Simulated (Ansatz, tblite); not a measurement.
## A script for Te₂Mo (GFN1-xTB)

These are simulated results from tblite 0.8.0, not measurements. The cell was built from a prototype and was relaxed with r2SCAN+rVV10 in plane waves (Ansatz 0.2.0). Not every such cell is a known phase. All runs are without spin polarisation.

It is trigonal, R-3m (No. 166); conventional cell a = 3.502 Å, c = 21.206 Å, 25.02 Å³ an atom. Around Mo lie 6 Te at 2.73 Å; around Te lie 3 Mo at 2.73 Å.

tblite solves periodic systems at the zone centre alone, so the script builds a cluster of 3×3×1 conventional cells (81 atoms), which folds in a coarse mesh of k points.

run.py reads:

```python
import json
from ase import Atoms
from ase.build import make_supercell
from ase.units import Bohr, GPa, Hartree
from tblite.interface import Calculator

atoms = Atoms(['Mo', 'Te', 'Te'],
              cell=[[1.750954, 1.010914, 7.068766], [-1.750954, 1.010914, 7.068766], [-0.0, -2.021828, 7.068766]],
              scaled_positions=[[0.0, 0.0, -0.0], [0.246565, 0.246565, 0.246565], [0.753435, 0.753435, 0.753435]],
              pbc=True)
cluster = make_supercell(atoms, [[3, -3, 0], [0, 3, -3], [1, 1, 1]])
calc = Calculator('GFN1-xTB', cluster.numbers, cluster.positions / Bohr, lattice=cluster.cell[:] / Bohr, periodic=cluster.pbc)
calc.set('temperature', 0.02 / Hartree)
calc.set('max-iter', 150)
res = calc.singlepoint()
levels = res.get('orbital-energies') * Hartree
nv = round(res.get('orbital-occupations').sum() / 2)
cells = len(cluster) // len(atoms)
out = {'energy_per_cell': res.get('energy') * Hartree / cells, 'homo': levels[nv - 1], 'lumo': levels[nv],
       'stress': (-res.get('virial') * Hartree / cluster.get_volume() / GPa).tolist(), 'charges': res.get('charges')[:len(atoms)].tolist(), 'electrons': 2 * nv / cells}
json.dump(out, open('results.json', 'w'))
for key, value in out.items():
    print(key, value)
```

Command: `python run.py`. It took 8.8 s on 1 thread of Arm Neoverse V1 (shared host), peak memory 0.16 GiB.

Output:

```
------------------------------------------------------------
  cycle        total energy    energy error   density error
------------------------------------------------------------
      1     -264.6209064545  -2.6444721E+02   6.2259517E-01
      2     -263.7291988618   8.9170759E-01   5.2521062E-01
      3     -263.4549513001   2.7424756E-01   3.4154241E-01
      4     -263.2958636784   1.5908762E-01   1.5004325E-01
      5     -264.4370300304  -1.1411664E+00   1.1706072E-01
      6     -261.1115833309   3.3254467E+00   1.8663744E-01
      7     -263.7031266072  -2.5915433E+00   1.1234966E-01
      8     -263.4944203303   2.0870628E-01   1.0014821E-01
      9     -264.1002042081  -6.0578388E-01   8.2474695E-02
     10     -265.0116109948  -9.1140679E-01   2.8009605E-02
     11     -264.7118874996   2.9972350E-01   5.4315787E-02
     12     -264.9944924171  -2.8260492E-01   3.2112016E-02
     13     -265.1028293490  -1.0833693E-01   1.6925798E-02
     14     -265.1440748131  -4.1245464E-02   1.9551227E-03
     15     -265.1415294742   2.5453389E-03   4.7337933E-03
     16     -265.1445269852  -2.9975110E-03   5.9919472E-04
     17     -265.1444644303   6.2554877E-05   7.9566971E-04
     18     -265.1445400485  -7.5618201E-05   3.6630015E-04
     19     -265.1445567524  -1.6703876E-05   1.4956345E-04
     20     -265.1445585399  -1.7875593E-06   5.4044670E-05
     21     -265.1445585154   2.4533108E-08   5.4399468E-05
     22     -265.1445588997  -3.8431023E-07   2.2039116E-05
     23     -265.1445589510  -5.1330801E-08   1.2642488E-05
------------------------------------------------------------

 total:                                   8.140 sec
energy_per_cell -267.22040540287156
homo -5.538967521360554
lumo -5.452516371769403
stress [[-6.429578771030387, -0.0003642872413502439, 3.6055273642098496e-06], [-0.0003642872413500617, -6.430007043795613, 1.9537367582240406e-05], [3.6055273639820334e-06, 1.953736758218169e-05, -1.9465513571759536]]
charges [-0.09388225526728544, 0.046967974537046334, 0.046981342336615564]
electrons 18.0
```

The cycle table is in hartree for the whole cluster, and the lines after it are in eV (the energy for one cell). The printed stress is in GPa and positive in compression, and the pressure is its mean diagonal.

GFN1-xTB gives a gap of 0.09 eV. On the same cell, plane-wave PBE (Ansatz, 8×8×8 k points and the special points) gives no gap (an overlap of 0.34 eV at the points read) and r2SCAN no gap (an overlap of 0.33 eV at the points read); on shared hosts these took about 8.6 and 25 core-seconds on the 3-atom cell, against 8.8 for the script. Spin-orbit coupling, left out in all these runs, can cut or reorder the gap by tenths of an eV, up to about 1 eV with Pb or Bi.

The same script was run on cells scaled at fixed shape and fractional coordinates:

| volume (Å³/atom) | energy (meV/atom) | pressure (GPa, positive in compression) | gap (eV) |
| --- | --- | --- | --- |
| 22.02 | 11.4 | 8.39 | 0.14 |
| 23.52 | -24.8 | 0.06 | 0.11 |
| 25.02 | 0.0 | -4.94 | 0.09 |
| 26.53 | 61.6 | -7.97 | 0.07 |
| 28.03 | 145.9 | -9.87 | 0.05 |

A Birch-Murnaghan fit puts the minimum at 23.55 Å³/atom, 5.9 % below the given cell, with a bulk modulus of 98.8 GPa at fixed shape.

xTB was fitted mostly to molecules, and a small cluster samples few k points, so gaps, pressures and kinks along a curve can be far from a solid's.

No spin-orbit coupling is included; it can move band edges with weight on the heavy atoms by tenths of an eV.
